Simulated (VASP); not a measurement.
# Ag: equation of state with r2SCAN

Ag:

```xyz
2
Lattice="2.9247 0.0000 0.0000 -1.4623 2.5328 0.0000 0.0000 0.0000 4.6984" Properties=species:S:1:pos:R:3 pbc="T T T"
Ag    1.4623    0.8443    3.5238
Ag    0.0000    1.6886    1.1746
```

This isn't the form of Ag at room conditions, which is fcc.

```
Program                : VASP 6.6.1
Task                   : equation of state
Functional             : r2SCAN
Potentials or basis    : VASP PAW PBE potentials, release 64 (Ag)
Cutoff                 : 520 eV
k mesh                 : 8 × 8 × 6
Occupations            : fermi-dirac, width 0.05 eV
Spin                   : no spin polarisation
Ladder                 : gaps
Further INCAR settings : ALGO = Normal; EDIFF = 1e-06
```

* Equilibrium volume: 17.41 Å³/atom
* Bulk modulus at fixed shape and positions: 102 GPa
* Pressure derivative of the bulk modulus: 5.7 (rough: it moves with the points fitted)

Energy against volume, from the lowest point:
```tsv
volume (Å³/atom)	energy (meV/atom)
16.706	10.04
17.054	2.47
17.402	0.00
17.750	2.00
18.098	7.89
```

All runs of the series together: 4.6 min on 1 thread of Intel(R) Xeon(R) Platinum 8488C (Sapphire Rapids) (shared host).

Caveat: the cell was scaled at fixed shape and fractional positions, which overstates the stiffness of a crystal with free parameters, most of all of layers and chains; the PAW data sets were made with another functional, which shifts forces and pressure a little.
